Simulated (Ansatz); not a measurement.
# ZnS (Wurtzite-2H) (P6_3mc) in Ansatz: notebook

Runs on ZnS (Wurtzite-2H). Level: LDA. Tasks: single point, equation of state.

All numbers are computed with Ansatz 0.2.0; they aren't measurements. Logs are shortened: lines on timing, memory, paths and dates and some standing lists are left out, and cuts for length are marked.

## 1. The crystal as given

It takes space group P6_3mc (No. 186, hexagonal). The conventional cell has a = 3.811 Å, b = 3.811 Å, c = 6.234 Å, α = 90.00°, β = 90.00°, γ = 120.00°. Around Zn (site symmetry 3m) lie 4 S at 2.31 to 2.40 Å. S (site symmetry 3m) has 4 Zn at 2.31 to 2.40 Å as nearest neighbours.

## 2. Single point, LDA, 18.43 Å³/atom (volume scaled by 0.94)

Contents of input.yaml:

```yaml
crystal:
  lattice:
    - [3.7332026603, 0.0, 0.0]
    - [-1.8666013302, 3.2330483413, 0.0]
    - [0.0, 0.0, 6.1067398017]
  atoms:
    - { symbol: Zn, position: [0.6666666667, 0.3333333333, 0.5] }
    - { symbol: Zn, position: [0.3333333333, 0.6666666667, 0.0] }
    - { symbol: S, position: [0.6666666667, 0.3333333333, 0.885] }
    - { symbol: S, position: [0.3333333333, 0.6666666667, 0.385] }
kpoints:
  mp_grid: { grid: [8, 8, 5] }
scf:
  occupations: { method: fermi_dirac, width: 0.05 }
hamiltonian:
  xc: lda
  pseudopotentials: { kind: all_electron, lapw: { basis_error: 0.002 } }
output:
  forces: true
  stress: true
  eigenvalues: true
```

Potentials or basis: all-electron LAPW, scalar-relativistic.

Started as:

```sh
ansatz run input.yaml --threads 2 --pin off --max-ram 8192MiB --backend cpu --events-out ev --progress --plain --runs-dir out
```

The program printed:

```text
Warning: RAYON_NUM_THREADS=2 ignored (pool sized by the plan → 2); use --threads N
LAPW: plane waves up to 8.561 Å⁻¹, error target 2.0e-3 eV per atom; small_component_spin mean_spin; S in spheres of 1.004 Å, 14 of its electrons in bands, Dirac shells []; Zn in spheres of 1.263 Å, 20 of its electrons in bands, Dirac shells [] (how accurate: hamiltonian.pseudopotentials.lapw.basis_error, Limitations)
Engine: ansatz 0.2.0, aarch64-unknown-linux-gnu
Pseudopotentials: kind: all_electron
Pseudopotential: Zn, LAPW, valence charge 20, lapw/all_electron/scalar/gaussian/Zn, Koelling and Harmon's equation, gaussian nucleus
Pseudopotential: S, LAPW, valence charge 14, lapw/all_electron/scalar/gaussian/S, Koelling and Harmon's equation, gaussian nucleus
Functional definition: SPW92
  exchange = slater_x
  correlation = pw_c
Crystal: 4 atoms, lattice volume = 73.706 Å³
Basis set: ecut = 279.26421712633453 eV, 785 PW (Γ), exchange–correlation at level 2
Bands: 41, of which v1, the nominal top of the filled ones, is band 34 counted from 1 (33 counted from 0)
Symmetry: 12 space group operations
Space group: P63mc (ITA 186), of the structure as read, at distance tolerance 4.2e-5 Å
k-points: 30 of 320 (time reversal used)
Non-local potential: Zn, projectors of the file, none
Non-local potential: S, projectors of the file, none
Initial density: superposition of atomic densities (chi_scale 0.1, normalization cell, long waves kept (reshape's long-wave potential 0.00 eV rms))
Initial wavefunctions: plane waves of lowest kinetic energy (no species holds an atomic orbital)
Functional: x = slater, c = lda
iter 1 solved again at ethr=2.73e-3 eV; its pass at ethr=1.00e-1 eV (dr2=1.85e0 eV) is discarded
SCF iter   1: F=—  HF=-119265.328972 eV  |F-HF|=—  |Δ(HF+E_count)|=         —  Δρ=4.09e-2  dr2=1.86e0  ethr=2.73e-3  ⟨swp⟩=2.0  Hψ=8347  notcnv=0
preconditioner: auto → Resta (q_TF=auto, 2.692 Å⁻¹)  ε∞=6.1  [insulator: Δε(μ)=2.527 eV  Ē_g=11.508 eV  σ=0.050 eV  W_gap=1.00  n_scr=22 (ndim 8)  ℏωp=26.0 eV  f_vac=0.085  D(μ)=0.00/eV (n_scr^D=0)  ε∞_Penn≈6.1]
SCF iter   2: F=—  HF=-119264.677613 eV  |F-HF|=—  |Δ(HF+E_count)|=   6.51e-1  Δρ=1.85e-2  dr2=3.33e-1  ethr=2.73e-3  ⟨swp⟩=2.9  Hψ=3628  notcnv=0
SCF iter   3: F=—  HF=-119264.516673 eV  |F-HF|=—  |Δ(HF+E_count)|=   1.61e-1  Δρ=1.36e-2  dr2=1.88e-1  ethr=4.90e-4  ⟨swp⟩=2.0  Hψ=3570  notcnv=0
SCF iter   4: F=—  HF=-119264.436266 eV  |F-HF|=—  |Δ(HF+E_count)|=   8.04e-2  Δρ=5.87e-3  dr2=3.30e-2  ethr=2.76e-4  ⟨swp⟩=2.0  Hψ=3570  notcnv=0
iter 5 solved again at ethr=1.78e-6 eV; its pass at ethr=4.86e-5 eV (dr2=1.21e-3 eV) is discarded
SCF iter   5: F=—  HF=-119264.430019 eV  |F-HF|=—  |Δ(HF+E_count)|=   6.25e-3  Δρ=1.12e-3  dr2=1.20e-3  ethr=1.78e-6  ⟨swp⟩=2.0  Hψ=6055  notcnv=0
SCF iter   6: F=—  HF=-119264.430119 eV  |F-HF|=—  |Δ(HF+E_count)|=   9.98e-5  Δρ=3.52e-4  dr2=1.32e-4  ethr=1.77e-6  ⟨swp⟩=2.0  Hψ=3360  notcnv=0
SCF iter   7: F=—  HF=-119264.430178 eV  |F-HF|=—  |Δ(HF+E_count)|=   5.90e-5  Δρ=7.17e-5  dr2=6.25e-6  ethr=1.95e-7  ⟨swp⟩=2.6  Hψ=3383  notcnv=0
SCF iter   8: F=—  HF=-119264.430181 eV  |F-HF|=—  |Δ(HF+E_count)|=   3.43e-6  Δρ=1.76e-5  dr2=3.35e-7  ethr=9.20e-9  ⟨swp⟩=3.0  Hψ=3458  notcnv=0
SCF iter   9: F=-119264.430181 eV  HF=-119264.430181 eV  |F-HF|=1.49e-8  |Δ(HF+E_count)|=   2.40e-8  Δρ=2.90e-6  dr2=7.31e-9  ethr=4.93e-10  ⟨swp⟩=2.0  Hψ=3361  notcnv=0
SCF 1 converged in 9 iterations: F = -119264.430181 eV  dr2 = 7.31e-9
SCF converged after 9 iterations
Free energy (F): -119264.430181 eV
Harris-Foulkes:  -119264.430181 eV  (|F-HF|=1.49e-8)
Internal energy: -119264.430181 eV  (E = F + TS)
E sigma→0 (E₀):  -119264.430181 eV
Fermi energy:    9.233981 eV
--- Per-component energies (eV) ---
  E_band       = -3716.149704
  E_kinetic    = 121098.630360
  E_xc         = -5083.837808
  E_electrostatic = -235279.222733  (all electrons and nuclei)
  E_smearing   = -0.000000  (= −TS)
  E_closure    = 0.000000  (closes the sum)
  E_atoms      = -119248.072603  (free atoms, spherical and without spin; not in F)
  Σ components = -119264.430181   (vs F -119264.430181, Δ=0.00e0)
  Basis errors (estimates in eV, not in F): energy 8.7e-4 per atom: plane waves 8.0e-4 (4.8e-4 summed), levels above the bands 7.3e-57, relativity 3.6e-9, radial functions 7.5e-5, core shells 1.5e-10; eigenvalues (radial functions only) 2.2e-6; not estimated: angular momenta, meshes, grids; target (lapw.basis_error) 2.0e-3; muffin-tin radii S 1.004 Å, Zn 1.263 Å
--- Forces (eV/Å), atoms counted from 1 ---
  atom   1  Zn    -0.00000000     0.00000000     0.37368460
  atom   2  Zn    -0.00000000    -0.00000000     0.37368460
  atom   3  S      0.00000000     0.00000000    -0.37368078
  atom   4  S      0.00000000    -0.00000000    -0.37368078
  max |Σ_I F_I| component: 7.63e-6 eV/Å
--- Stress (GPa, compression-positive) ---
        1.813376      -0.000000      -0.000000
       -0.000000       1.813376      -0.000000
       -0.000000      -0.000000      -0.656216
  P = ⅓ Tr σ = 0.9902 GPa (9.902 kbar)
--- Band table (eV; the first three rows and the last of 30) ---
  k-point 0: bands = ["-195.7354", "-195.7354", "-141.4291", "-141.4291", "-141.4291", "-141.4291", "-141.4229", "-141.4229", "-116.2522", "-116.2522", "-70.8866", "-70.8863", "-70.8856", "-70.8856", "-70.8856", "-70.8856", "-5.5728", "-4.5077", "1.2769", "1.2769", "1.3462", "1.3462", "1.3589", "1.8111", "1.8111", "1.9063", "1.9063", "2.0570", "2.4186", "7.1050", "7.1050", "8.0527", "8.0535", "8.0535", "10.3437", "10.9521", "14.1312", "14.1312", "14.4509", "15.5432", "15.5432"]
  k-point 1: bands = ["-195.7354", "-195.7354", "-141.4291", "-141.4291", "-141.4291", "-141.4291", "-141.4229", "-141.4229", "-116.2522", "-116.2522", "-70.8866", "-70.8864", "-70.8856", "-70.8856", "-70.8856", "-70.8856", "-5.4866", "-4.6293", "1.2807", "1.2807", "1.3367", "1.3367", "1.3501", "1.6626", "1.8225", "1.8225", "1.8996", "1.8996", "3.1712", "7.1882", "7.1882", "7.2219", "7.9545", "7.9545", "11.0306", "11.0639", "14.1858", "14.1877", "14.1877", "15.2975", "15.2975"]
  k-point 2: bands = ["-195.7354", "-195.7354", "-141.4291", "-141.4291", "-141.4291", "-141.4291", "-141.4229", "-141.4229", "-116.2522", "-116.2522", "-70.8865", "-70.8864", "-70.8856", "-70.8856", "-70.8856", "-70.8856", "-5.2484", "-4.9235", "1.2935", "1.2935", "1.3149", "1.3149", "1.3472", "1.4177", "1.8500", "1.8500", "1.8795", "1.8795", "4.3869", "5.8018", "7.4126", "7.4126", "7.7046", "7.7046", "11.3673", "11.6020", "14.3302", "14.4049", "14.4049", "14.8129", "14.8129"]
  k-point 29: bands = ["-195.7354", "-195.7354", "-141.4291", "-141.4291", "-141.4291", "-141.4291", "-141.4229", "-141.4229", "-116.2522", "-116.2522", "-70.8865", "-70.8865", "-70.8858", "-70.8858", "-70.8858", "-70.8857", "-4.2363", "-4.1854", "1.4073", "1.4600", "1.4804", "1.5533", "1.6745", "1.6781", "1.8217", "1.8237", "2.1723", "2.2313", "2.8516", "3.0027", "4.5222", "5.0507", "6.4034", "6.6633", "12.3504", "12.7143", "13.8662", "14.4006", "15.1552", "15.6369", "17.4510"]
```

Wall time 23 s (2 threads of Arm Neoverse V2, shared host); peak memory 0.38 GiB.

Results:

* Free energy: -119264.4302 eV
* Pressure: 1.0 GPa
* Largest force: 0.374 eV/Å
* Band gap on the k mesh: 2.29 eV, direct

## 3. Single point, LDA, 18.82 Å³/atom (volume scaled by 0.96)

Edit input.yaml of step 2 so:

```diff
@@ -2,5 +2,5 @@
   lattice:
-    - [3.7332026603, 0.0, 0.0]
-    - [-1.8666013302, 3.2330483413, 0.0]
-    - [0.0, 0.0, 6.1067398017]
+    - [3.7594936861, 0.0, 0.0]
+    - [-1.8797468431, 3.2558170375, 0.0]
+    - [0.0, 0.0, 6.1497464286]
   atoms:
```

Potentials or basis: all-electron LAPW, scalar-relativistic.

Started as:

```sh
ansatz run input.yaml --threads 2 --pin off --max-ram 8192MiB --backend cpu --events-out ev --progress --plain --runs-dir out
```

Run time: 24 s. Hardware: 2 threads of Arm Neoverse V2, shared host; peak memory 0.38 GiB.

The run converged. Its results:

| Property | Result |
| --- | --- |
| Free energy | -119264.4307 eV |
| Pressure | -0.8 GPa |
| Largest force | 0.346 eV/Å |
| Band gap on the k mesh | 2.19 eV, direct |

## 4. Single point, LDA, 19.21 Å³/atom (volume scaled by 0.98)

Edit input.yaml of step 3 so:

```diff
@@ -2,5 +2,5 @@
   lattice:
-    - [3.7594936861, 0.0, 0.0]
-    - [-1.8797468431, 3.2558170375, 0.0]
-    - [0.0, 0.0, 6.1497464286]
+    - [3.7854220481, 0.0, 0.0]
+    - [-1.8927110241, 3.2782716577, 0.0]
+    - [0.0, 0.0, 6.1921598132]
   atoms:
```

Started as:

```sh
ansatz run input.yaml --threads 2 --pin off --max-ram 8192MiB --backend cpu --events-out ev --progress --plain --runs-dir out
```

Run time: 23 s. Hardware: 2 threads of Arm Neoverse V2, shared host; peak memory 0.38 GiB.

It converged, with:

- Free energy: -119264.4145 eV
- Pressure: -2.4 GPa
- Largest force: 0.319 eV/Å
- Band gap on the k mesh: 2.09 eV, direct

## 5. Single point, LDA, 19.60 Å³/atom

Edit input.yaml of step 4 so:

```diff
@@ -2,5 +2,5 @@
   lattice:
-    - [3.7854220481, 0.0, 0.0]
-    - [-1.8927110241, 3.2782716577, 0.0]
-    - [0.0, 0.0, 6.1921598132]
+    - [3.811, 0.0, 0.0]
+    - [-1.9055, 3.3004228138, 0.0]
+    - [0.0, 0.0, 6.234]
   atoms:
```

Started as:

```sh
ansatz run input.yaml --threads 2 --pin off --max-ram 8192MiB --backend cpu --events-out ev --progress --plain --runs-dir out
```

Run time: 23 s. Hardware: 2 threads of Arm Neoverse V2, shared host; peak memory 0.38 GiB.

Results (log left out):

```
Free energy            : -119264.3834 eV
Pressure               : -3.9 GPa
Largest force          : 0.295 eV/Å
Band gap on the k mesh : 1.99 eV, direct
```

## 6. Single point, LDA, 19.99 Å³/atom (volume scaled by 1.02)

Edit input.yaml of step 5 so:

```diff
@@ -2,5 +2,5 @@
   lattice:
-    - [3.811, 0.0, 0.0]
-    - [-1.9055, 3.3004228138, 0.0]
-    - [0.0, 0.0, 6.234]
+    - [3.8362391461, 0.0, 0.0]
+    - [-1.9181195731, 3.3222805555, 0.0]
+    - [0.0, 0.0, 6.2752859714]
   atoms:
```

Potentials or basis: all-electron LAPW, scalar-relativistic.

Started as:

```sh
ansatz run input.yaml --threads 2 --pin off --max-ram 8192MiB --backend cpu --events-out ev --progress --plain --runs-dir out
```

It took 23 s on 2 threads of Arm Neoverse V2, shared host; peak memory 0.38 GiB.

The run converged. Its results:

```yaml
Free_energy: -119264.3389 eV
Pressure: -5.2 GPa
Largest_force: 0.272 eV/Å
Band_gap_on_the_k_mesh: 1.90 eV, direct
```

## 7. Single point, LDA, 20.39 Å³/atom (volume scaled by 1.04)

Edit input.yaml of step 6 so:

```diff
@@ -2,5 +2,5 @@
   lattice:
-    - [3.8362391461, 0.0, 0.0]
-    - [-1.9181195731, 3.3222805555, 0.0]
-    - [0.0, 0.0, 6.2752859714]
+    - [3.861150488, 0.0, 0.0]
+    - [-1.930575244, 3.3438544104, 0.0]
+    - [0.0, 0.0, 6.3160357234]
   atoms:
```

Started as:

```sh
ansatz run input.yaml --threads 2 --pin off --max-ram 8192MiB --backend cpu --events-out ev --progress --plain --runs-dir out
```

Run time: 23 s. Hardware: 2 threads of Arm Neoverse V2, shared host; peak memory 0.38 GiB.

It converged, with:

```yaml
Free_energy: -119264.2825 eV
Pressure: -6.3 GPa
Largest_force: 0.251 eV/Å
Band_gap_on_the_k_mesh: 1.81 eV, direct
```

## 8. Single point, LDA, 20.78 Å³/atom (volume scaled by 1.06)

Edit input.yaml of step 7 so:

```diff
@@ -2,5 +2,5 @@
   lattice:
-    - [3.861150488, 0.0, 0.0]
-    - [-1.930575244, 3.3438544104, 0.0]
-    - [0.0, 0.0, 6.3160357234]
+    - [3.8857444663, 0.0, 0.0]
+    - [-1.9428722331, 3.3651534204, 0.0]
+    - [0.0, 0.0, 6.356266335]
   atoms:
```

Started as:

```sh
ansatz run input.yaml --threads 2 --pin off --max-ram 8192MiB --backend cpu --events-out ev --progress --plain --runs-dir out
```

It took 23 s on 2 threads of Arm Neoverse V2, shared host; peak memory 0.38 GiB.

The run converged. Its results:

```yaml
Free_energy: -119264.2155 eV
Pressure: -7.3 GPa
Largest_force: 0.231 eV/Å
Band_gap_on_the_k_mesh: 1.72 eV, direct
```

## 9. Equation of state, LDA

Potentials or basis: all-electron LAPW, scalar-relativistic.

No new run: the results of the series are fitted here.

What came out:

```yaml
Equilibrium_volume: 18.63 Å³/atom
Bulk_modulus_at_fixed_shape_and_positions: 86 GPa
Pressure_derivative_of_the_bulk_modulus: 4.5
```

Energy against volume, from the lowest point:
| volume (Å³/atom) | energy (meV/atom) |
| --- | --- |
| 18.427 | 0.14 |
| 18.819 | 0.00 |
| 19.211 | 4.05 |
| 19.603 | 11.85 |
| 19.995 | 22.97 |
| 20.387 | 37.06 |
| 20.779 | 53.80 |

Caveat: the cell was scaled at fixed shape and fractional positions, which overstates the stiffness of a crystal with free parameters, most of all of layers and chains.
